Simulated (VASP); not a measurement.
# PbSe (Clausthalite) (Fm-3m) in VASP: further runs

The runs below take PbSe (Clausthalite) through single point, relaxation of cell and atoms, with PBEsol.

All numbers are computed with VASP 6.6.1; they aren't measurements. Logs are shortened: lines on timing, memory, paths and dates and some standing lists are left out, and cuts for length are marked.

**Measured values to compare with.**

A printed reference work, monograph reports, for a bulk crystal of PbSe at 300 K: band gap 0.28 eV (direct).

How close the calculation comes is told below.

## 1. The cell of the first run

It takes space group Fm-3m (No. 225, cubic). Conventional cell: a = 5.943 Å, b = 5.943 Å, c = 5.943 Å, α = 90.00°, β = 90.00°, γ = 90.00°. Pb (site symmetry m-3m) has 6 Se at 2.97 Å within 3.9 Å. Within 3.9 Å of Se (site symmetry m-3m) lie 6 Pb at 2.97 Å.

## 2. Single point, PBEsol

File INCAR:

```
SYSTEM = PbSe
  PREC = Accurate
  ENCUT = 520
  EDIFF = 1E-6
  ISMEAR = -1
  SIGMA = 0.05
  LREAL = .FALSE.
  LASPH = .TRUE.
  NELM = 80
  ALGO = Normal
  ISIF = 2
  LWAVE = .FALSE.
  LCHARG = .FALSE.
  GGA = PS
  NBANDS = 17
```

File KPOINTS:

```
Automatic mesh
0
G
  8 8 8
  0 0 0
```

File POSCAR:

```
PbSe
1.0
    0.0000000000      2.9712556462      2.9712556462
    2.9712556462      0.0000000000      2.9712556462
    2.9712556462      2.9712556462      0.0000000000
Pb Se
1 1
Direct
    0.0000000000      0.0000000000      0.0000000000
    0.5000000000      0.5000000000      0.5000000000
```

Potentials or basis: VASP PAW PBE potentials, release 64 (Pb_d, Se).

Started as:

```
> cat potpaw_PBE.64/Pb_d/POTCAR potpaw_PBE.64/Se/POTCAR > POTCAR
> mpirun -np 1 vasp_std > vasp.out
```

OUTCAR:

```text
SYSTEM = PbSe
   PREC = Accurate
   ENCUT = 520
   EDIFF = 1E-6
   ISMEAR = -1
   LREAL = .FALSE.
   LASPH = .TRUE.
   NELM = 80
   ISIF = 2
   GGA = PS

 ion  position               nearest neighbor table
   1  0.000  0.000  0.000-   2 2.97   2 2.97   2 2.97   2 2.97   2 2.97   2 2.97
   2  0.500  0.500  0.500-   1 2.97   1 2.97   1 2.97   1 2.97   1 2.97   1 2.97

  LATTYP: Found a face centered cubic cell.
 ALAT       =     5.9425112924

  Lattice vectors:

 A1 = (   0.0000000000,   2.9712556462,   2.9712556462)
 A2 = (   2.9712556462,   0.0000000000,   2.9712556462)
 A3 = (   2.9712556462,   2.9712556462,   0.0000000000)

Analysis of symmetry for initial positions (statically):
=====================================================================
 Subroutine PRICEL returns:
 Original cell was already a primitive cell.

 Routine SETGRP: Setting up the symmetry group for a
 face centered cubic supercell.

 Subroutine GETGRP returns: Found 48 space group operations
 (whereof 48 operations were pure point group operations)
 out of a pool of 48 trial point group operations.

The static configuration has the point symmetry O_h .

Analysis of symmetry for dynamics (positions and initial velocities):
=====================================================================
 Subroutine PRICEL returns:
 Original cell was already a primitive cell.

 Routine SETGRP: Setting up the symmetry group for a
 face centered cubic supercell.

 Subroutine GETGRP returns: Found 48 space group operations
 (whereof 48 operations were pure point group operations)
 out of a pool of 48 trial point group operations.

The dynamic configuration has the point symmetry O_h .

 Subroutine INISYM returns: Found 48 space group operations
 (whereof 48 operations are pure point group operations),
 and found     1 'primitive' translations

----------------------------------------------------------------------------------------

                                     Primitive cell

  volume of cell :      52.4626

  direct lattice vectors                    reciprocal lattice vectors
     0.000000000  2.971255646  2.971255646    -0.168279024  0.168279024  0.168279024
     2.971255646  0.000000000  2.971255646     0.168279024 -0.168279024  0.168279024
     2.971255646  2.971255646  0.000000000     0.168279024  0.168279024 -0.168279024

  length of vectors
     4.201990032  4.201990032  4.201990032     0.291467819  0.291467819  0.291467819

  position of ions in fractional coordinates (direct lattice)
     0.000000000  0.000000000  0.000000000
     0.500000000  0.500000000  0.500000000

  ion indices of the primitive-cell ions
   primitive index   ion index
                 1           1
                 2           2

----------------------------------------------------------------------------------------

 KPOINTS: Automatic mesh

Automatic generation of k-mesh.
 Grid dimensions read from file:
 generate k-points for:    8    8    8

 Generating k-lattice:

  Cartesian coordinates                     Fractional coordinates (reciprocal lattice)
    -0.021034878  0.021034878  0.021034878     0.125000000  0.000000000  0.000000000
     0.021034878 -0.021034878  0.021034878     0.000000000  0.125000000  0.000000000
     0.021034878  0.021034878 -0.021034878     0.000000000  0.000000000  0.125000000

  Length of vectors
     0.036433477  0.036433477  0.036433477

  Shift w.r.t. Gamma in fractional coordinates (k-lattice)
     0.000000000  0.000000000  0.000000000

 Subroutine IBZKPT returns following result:
 ===========================================

 Found     29 irreducible k-points:

 Following reciprocal coordinates:
            Coordinates               Weight
  0.000000  0.000000  0.000000      1.000000
  0.125000  0.000000  0.000000      8.000000
  0.250000  0.000000  0.000000      8.000000
  0.375000  0.000000  0.000000      8.000000
  0.500000  0.000000  0.000000      4.000000
  0.125000  0.125000  0.000000      6.000000
[... 16 lines left out ...]
  0.500000  0.250000  0.125000     48.000000
 -0.375000  0.250000  0.125000     24.000000
 [... further k-points ...]
   k-points           NKPTS =     29   k-points in BZ     NKDIM =     29   number of bands    NBANDS=     17
   number of dos      NEDOS =    301   number of ions     NIONS =      2
   total plane-waves  NPLWV =  32768
   dimension x,y,z NGX =    32 NGY =   32 NGZ =   32
   dimension x,y,z NGXF=    64 NGYF=   64 NGZF=   64
   ions per type =               1   1
   NGX,Y,Z   is equivalent  to a cutoff of  12.66, 12.66, 12.66 a.u.
   NGXF,Y,Z  is equivalent  to a cutoff of  25.32, 25.32, 25.32 a.u.
 SYSTEM =  PbSe
   PREC   = accura    normal or accurate (medium, high low for compatibility)
   ISTART =      0    job   : 0-new  1-cont  2-samecut
   ICHARG =      2    charge: 1-file 2-atom 10-const
   ISPIN  =      1    spin polarized calculation?
   LNONCOLLINEAR =      F non collinear calculations
   LSORBIT =      F    spin-orbit coupling
   LASPH  =      T    aspherical Exc in radial PAW
   ENCUT  =  520.0 eV  38.22 Ry    6.18 a.u.   7.81  7.81  7.81*2*pi/ulx,y,z
   NELM   =     80;   NELMIN=  2; NELMDL= -5     # of ELM steps
   EDIFF  = 0.1E-05   stopping-criterion for ELM
   LREAL  =      F    real-space projection
   EDIFFG = 0.1E-04   stopping-criterion for IOM
   NSW    =      0    number of steps for IOM
   IBRION =     -1    ionic relax: 0-MD 1-quasi-New 2-CG
   NFREE  =      0    steps in history (QN), initial steepest desc. (CG)
   ISIF   =      2    stress and relaxation
   ISYM   =      2    0-nonsym 1-usesym 2-fastsym
   POTIM  = 0.5000    time-step for ionic-motion
   TEBEG  =    0.0;   TEEND  =   0.0 temperature during run
   PSTRESS=    0.0 pullay stress
   NELECT =      20.0000    total number of electrons
   NUPDOWN=      -1.0000    fix difference up-down
   EMIN   =  10.00;   EMAX   =-10.00  energy-range for DOS
   EFERMI =   0.00;   METHOD = LEGACY
   ISMEAR =    -1;   SIGMA  =   0.05  broadening in eV -4-tet -1-fermi 0-gaus
   EFERMI_NEDOS =   21; number of points for ismear=-14 and -15
   IALGO  =     38    algorithm
   IMIX   =      4    mixing-type and parameters
     AMIX     =   0.40;   BMIX     =  1.00
     AMIX_MAG =   1.60;   BMIX_MAG =  1.00
  volume/ion in A,a.u.               =      26.23       177.02
  Fermi-wavevector in a.u.,A,eV,Ry     =   1.187048  2.243195 19.171725  1.409082
  Thomas-Fermi vector in A             =   2.323207
   LORBIT       =      0    0 simple, 1 ext, 2 COOP (PROOUT), +10 PAW based schemes
   GGA     = PS    functional components
   LHFCALC =     F    Hartree Fock is set to
   AEXX    =    0.0000 exact exchange contribution
   IVDW    =     0    specifies the selected vdW correction
   LEPSILON=     F    determine dielectric tensor
   LRPA    =     F    only Hartree local field effects (RPA)
 non-spin polarized calculation
  energy-cutoff  :      520.00
  volume of cell :       52.46
 maximum number of plane-waves:      1428
   NGX = 15   NGY = 15   NGZ = 15

 number of electron      19.9999998 magnetization

 Free energy of the ion-electron system (eV)
  ---------------------------------------------------
  ext. energy  EPLUGINS =         0.00000000
  ---------------------------------------------------
  free energy    TOTEN  =        -8.85387603 eV

  energy without entropy =       -8.85306902  energy(sigma->0) =       -8.85347253

 E-fermi :   6.0922     XC(G=0): -10.1354

 val. band max:        6.0261830402   @ k =   0.5000   0.0000   0.0000
 cond. band min:       6.1581651152   @ k =   0.5000   0.0000   0.0000
 fundamental gap:      0.1319820750
 Fermi energy:         6.0922089154

 k-point     1 :       0.0000    0.0000    0.0000
  band No.  band energies     occupation
      1     -10.8682      2.00000
      2     -10.8682      2.00000
      3     -10.8643      2.00000
      4     -10.8643      2.00000
      5     -10.8643      2.00000
      6      -8.3537      2.00000
[... 9 lines left out ...]
     16      12.3070      0.00000
     17      13.7611      0.00000

 k-point     2 :       0.1250    0.0000    0.0000
  band No.  band energies     occupation
      1     -10.8732      2.00000
      2     -10.8732      2.00000
      3     -10.8637      2.00000
      4     -10.8578      2.00000
      5     -10.8578      2.00000
      6      -8.2148      2.00000
[... 9 lines left out ...]
     16      12.6886      0.00000
     17      15.1535      0.00000

 k-point     3 :       0.2500    0.0000    0.0000
  band No.  band energies     occupation
      1     -10.8865      2.00000
      2     -10.8865      2.00000
      3     -10.8630      2.00000
      4     -10.8410      2.00000
      5     -10.8410      2.00000
      6      -7.8278      2.00000
[... 9 lines left out ...]
     16      13.6013      0.00000
     17      17.4417      0.00000

 k-point     4 :       0.3750    0.0000    0.0000
  band No.  band energies     occupation
      1     -10.8999      2.00000
      2     -10.8999      2.00000
      3     -10.8629      2.00000
      4     -10.8240      2.00000
      5     -10.8240      2.00000
      6      -7.3228      2.00000
[... 9 lines left out ...]
     16      14.9585      0.00000
     17      17.8332      0.00000
[... 343 lines left out ...]
      1     -10.9345      2.00000
      2     -10.8725      2.00000
      3     -10.8686      2.00000
      4     -10.8335      2.00000
      5     -10.8291      2.00000
      6      -7.4764      2.00000
[... 9 lines left out ...]
     16      15.6587      0.00000
     17      16.1505      0.00000

 k-point    23 :       0.5000    0.2500    0.1250
  band No.  band energies     occupation
      1     -10.9555      2.00000
      2     -10.8823      2.00000
      3     -10.8597      2.00000
      4     -10.8306      2.00000
      5     -10.8186      2.00000
      6      -7.0136      2.00000
[... 9 lines left out ...]
     16      16.0371      0.00000
     17      17.2600      0.00000

 k-point    24 :      -0.3750    0.2500    0.1250
  band No.  band energies     occupation
      1     -10.9630      2.00000
      2     -10.8873      2.00000
      3     -10.8511      2.00000
      4     -10.8355      2.00000
      5     -10.8129      2.00000
      6      -6.7774      2.00000
[... 9 lines left out ...]
     16      16.9031      0.00000
     17      17.0255      0.00000

 [... further k-points ...]

------------------------ aborting loop because EDIFF is reached ----------------------------------------

  FORCE on cell =-STRESS in cart. coord.  units (eV):
  Direction    XX          YY          ZZ          XY          YZ          ZX
  --------------------------------------------------------------------------------------
  -------------------------------------------------------------------------------------
  Total        1.6241071      1.6241071      1.6241071      0.0000000      0.0000000      0.0000000
  in kB       49.5992583     49.5992583     49.5992583      0.0000000      0.0000000      0.0000000
  external PRESSURE =      49.5992583 kB  Pullay stress =       0.0000000 kB

 VOLUME and BASIS-vectors are now :
 -----------------------------------------------------------------------------
  energy-cutoff  :      520.00
  volume of cell :       52.46
      direct lattice vectors                 reciprocal lattice vectors
     0.000000000  2.971255646  2.971255646    -0.168279024  0.168279024  0.168279024
     2.971255646  0.000000000  2.971255646     0.168279024 -0.168279024  0.168279024
     2.971255646  2.971255646  0.000000000     0.168279024  0.168279024 -0.168279024

 POSITION                                       TOTAL-FORCE (eV/Angst)
 -----------------------------------------------------------------------------------
      0.00000      0.00000      0.00000         0.000000     -0.000000      0.000000
      2.97126      2.97126      2.97126        -0.000000      0.000000     -0.000000
 -----------------------------------------------------------------------------------
    total drift:                                0.000000     -0.000000     -0.000000

  FREE ENERGIE OF THE ION-ELECTRON SYSTEM (eV)
  ---------------------------------------------------
  free  energy   TOTEN  =        -8.8538760334 eV

  energy  without entropy=       -8.8530690168  energy(sigma->0) =       -8.85347253
```

Run time: 9.9 s. Hardware: 1 thread of AMD EPYC 9R45 (Zen 5), shared host; peak memory 0.16 GiB.

Results:

- Free energy: -8.8539 eV
- Pressure: 5.0 GPa
- Band gap on the k mesh: 0.13 eV, direct

Caveat: the PAW data sets were made with another functional, which shifts forces and pressure a little; spin-orbit coupling is left out, which moves the levels of the heavy elements.

## 3. Single point, PBEsol

This run uses another cell than the first one, of 28.40 Å³/atom, 1.083 times its volume.

File INCAR:

```
  PREC = Accurate
  ENCUT = 520
  EDIFF = 1E-6
  ISMEAR = -1
  SIGMA = 0.05
  LREAL = F
  LASPH = T
  NELM = 100
  ALGO = Normal
  ISIF = 2
  LWAVE = F
  LCHARG = F
  GGA = PS
  NBANDS = 17
```

File KPOINTS:

```
Automatic mesh
0
Gamma
  8 8 8
```

File POSCAR:

```
PbSe
1.0
    0.0000000000      3.0509595989      3.0509595989
    3.0509595989      0.0000000000      3.0509595989
    3.0509595989      3.0509595989      0.0000000000
Pb Se
1 1
Direct
    0.0000000000      0.0000000000      0.0000000000
    0.5000000000      0.5000000000      0.5000000000
```

Potentials or basis: VASP PAW PBE potentials, release 64 (Pb_d, Se).

Started as:

```
> cat potpaw_PBE.64/Pb_d/POTCAR potpaw_PBE.64/Se/POTCAR > POTCAR
> mpirun -np 1 vasp_std > vasp.out
```

Wall time 10 s (1 thread of AMD EPYC 9R45 (Zen 5), shared host); peak memory 0.16 GiB.

The run converged. Its results:

```yaml
Free_energy: -8.9179 eV
Pressure: 0.0 GPa
Band_gap_on_the_k_mesh: 0.17 eV, direct
```

Levels at points of the mesh, in eV from the valence-band top:
```
           k point  band 6  band 7  band 8  band 9  band 10  band 11  band 12  band 13  band 14  band 15
(0.00, 0.00, 0.00)  -13.70   -6.32   -1.92   -1.92    -1.92     4.69     4.69     4.69     6.42     6.42
(0.50, 0.00, 0.00)  -12.60   -8.90   -1.50   -1.50     0.00     0.17     1.62     1.62     8.42    10.11
(0.50, 0.50, 0.00)  -12.20   -7.43   -5.11   -3.31    -3.31     3.53     5.61     5.61     6.04    11.31
```

Caveat: the PAW data sets were made with another functional, which shifts forces and pressure a little; spin-orbit coupling is left out, which moves the levels of the heavy elements.

## 4. Relaxation of cell and atoms, PBEsol

This run uses another cell than the first one, of 28.67 Å³/atom, 1.093 times its volume.

File INCAR:

```
SYSTEM = PbSe
PREC = Accurate
ENCUT = 600
EDIFF = 1E-6
ISMEAR = -1
SIGMA = 0.05
LREAL = .FALSE.
LASPH = .TRUE.
NELM = 80
ALGO = Normal
ISIF = 3
LWAVE = .FALSE.
LCHARG = .FALSE.
GGA = PS
IBRION = 2
NSW = 80
EDIFFG = -0.01
```

File KPOINTS:

```
Automatic mesh
0
G
  8 8 8
  0 0 0
```

File POSCAR:

```
PbSe
1.0
    0.0000000000      3.0606500000      3.0606500000
    3.0606500000      0.0000000000      3.0606500000
    3.0606500000      3.0606500000      0.0000000000
Pb Se
1 1
Direct
    0.0000000000      0.0000000000      0.0000000000
    0.5000000000      0.5000000000      0.5000000000
```

Potentials or basis: VASP PAW PBE potentials, release 64 (Pb_d, Se).

Started as:

```
> cat potpaw_PBE.64/Pb_d/POTCAR potpaw_PBE.64/Se/POTCAR > POTCAR
> mpirun -np 1 vasp_std > vasp.out
```

OUTCAR:

```text
SYSTEM = PbSe
   PREC = Accurate
   ENCUT = 600
   EDIFF = 1E-6
   ISMEAR = -1
   LREAL = .FALSE.
   LASPH = .TRUE.
   NELM = 80
   ISIF = 3
   GGA = PS
   IBRION = 2
   NSW = 80
   EDIFFG = -0.01

 ion  position               nearest neighbor table
   1  0.000  0.000  0.000-   2 3.06   2 3.06   2 3.06   2 3.06   2 3.06   2 3.06
   2  0.500  0.500  0.500-   1 3.06   1 3.06   1 3.06   1 3.06   1 3.06   1 3.06

  LATTYP: Found a face centered cubic cell.
 ALAT       =     6.1213000000

  Lattice vectors:

 A1 = (   0.0000000000,   3.0606500000,   3.0606500000)
 A2 = (   3.0606500000,   0.0000000000,   3.0606500000)
 A3 = (   3.0606500000,   3.0606500000,   0.0000000000)

Analysis of symmetry for initial positions (statically):
=====================================================================
 Subroutine PRICEL returns:
[... 268 lines left out ...]
      7      -1.2968      2.00000
      8       3.1092      2.00000
      9       3.1092      2.00000
     10       3.1092      2.00000
     11       9.7176      0.00000
     12       9.7176      0.00000
     13       9.7176      0.00000
     14      11.4500      0.00000
[... 377 lines left out ...]
      1     -11.8005      2.00000
      2     -11.7517      2.00000
      3     -11.7289      2.00000
      4     -11.7182      2.00000
      5     -11.7022      2.00000
      6      -7.3615      2.00000
      7      -3.5288      2.00000
      8       1.6932      2.00000
      9       2.0823      2.00000
     10       4.1868      2.00000
     11       6.3356      0.00000
     12       8.4157      0.00000
     13       9.1111      0.00000
     14      12.5424      0.00000

 [... further k-points ...]

------------------------ aborting loop because EDIFF is reached ----------------------------------------

  FORCE on cell =-STRESS in cart. coord.  units (eV):
  Direction    XX          YY          ZZ          XY          YZ          ZX
  --------------------------------------------------------------------------------------
  -------------------------------------------------------------------------------------
  Total        0.0000362      0.0000362      0.0000362      0.0000000      0.0000000     -0.0000000
  in kB        0.0010198      0.0010198      0.0010198      0.0000000      0.0000000     -0.0000000
  external PRESSURE =       0.0010198 kB  Pullay stress =       0.0000000 kB
[... 17 lines left out ...]
  FREE ENERGIE OF THE ION-ELECTRON SYSTEM (eV)
  ---------------------------------------------------
  free  energy   TOTEN  =        -8.9180549223 eV

  energy  without entropy=       -8.9173914256  energy(sigma->0) =       -8.91772317

 reached required accuracy - stopping structural energy minimisation
```

Run time: 27 s. Hardware: 1 thread of AMD EPYC 9R45 (Zen 5), shared host; peak memory 0.19 GiB.

Results:

| Property | Result |
| --- | --- |
| Free energy | -8.9181 eV |
| Relaxed volume | 28.42 Å³/atom |
| Relaxed cell | a = 4.316 Å, b = 4.316 Å, c = 4.316 Å, α = 60.00°, β = 60.00°, γ = 60.00° |
| Space group after relaxing (to 0.05 Å) | Fm-3m (No. 225) |
| Energy gained by relaxing | 0.4 meV/atom |
| Ionic steps | 3 |
| Pressure after relaxing | 0.0 GPa |
| Band gap on the k mesh | 0.17 eV, direct |

Step by step:
| step | energy change (eV) | largest force (eV/Å) | pressure (GPa) | volume (Å³) |
| --- | --- | --- | --- | --- |
| 1 | 0.0000 | 0.0000 | -0.48 | 57.34 |
| 2 | -0.0006 | 0.0000 | 0.19 | 56.63 |
| 3 | -0.0008 | 0.0000 | 0.00 | 56.83 |

Final structure:
```
Pb Se
1.0
     0.00000    3.05157    3.05157
     3.05157    0.00000    3.05157
     3.05157    3.05157    0.00000
Pb Se
1 1
Direct
  0.00000 0.00000 0.00000
  0.50000 0.50000 0.50000
```

Caveat: the PAW data sets were made with another functional, which shifts forces and pressure a little; spin-orbit coupling is left out, which moves the levels of the heavy elements.

## 5. The runs side by side

| task | cell | cutoff (eV) | gap on the mesh (eV) | pressure (GPa) |
| --- | --- | --- | --- | --- |
| single point | a = 4.202 Å, angles 60.0°, 2 atoms | 520 | 0.13 | 5.0 |
| single point | a = 4.315 Å, angles 60.0°, 2 atoms | 520 | 0.17 | 0.0 |
| relaxation of cell and atoms | relaxed from a = 4.328 Å, angles 60.0°, 2 atoms | 600 | 0.17 | 0.0 |

Alike in all rows: level PBEsol; potentials or basis VASP PAW PBE potentials, release 64 (Pb_d, Se); no spin polarisation; k mesh 8 × 8 × 8; smearing fermi-dirac 0.05 eV.

Caveats: the PAW data sets were made with another functional, which shifts forces and pressure a little; spin-orbit coupling is left out, which moves the levels of the heavy elements.

Absolute energies hang on the potentials; compare differences alone.

## 6. Against experiment

Step 3. A measured gap of PbSe is 0.28 eV (direct; 300 K; a printed reference work, monograph); the calculated 0.17 eV misses it by -0.11 eV. 2 values of this kind are on record (0.15 to 0.28 eV); this one was drawn at random. Spin-orbit coupling on Pb, Se is left out. The value is that of PBEsol on a finite k mesh, which can miss the band edges, without temperature or zero-point motion. Semilocal functionals fall short of measured gaps as a rule.

Step 4. The cell as given is a measured one (28.67 Å³/atom); PBEsol puts the equilibrium volume -0.9 % from it, thermal expansion not counted.
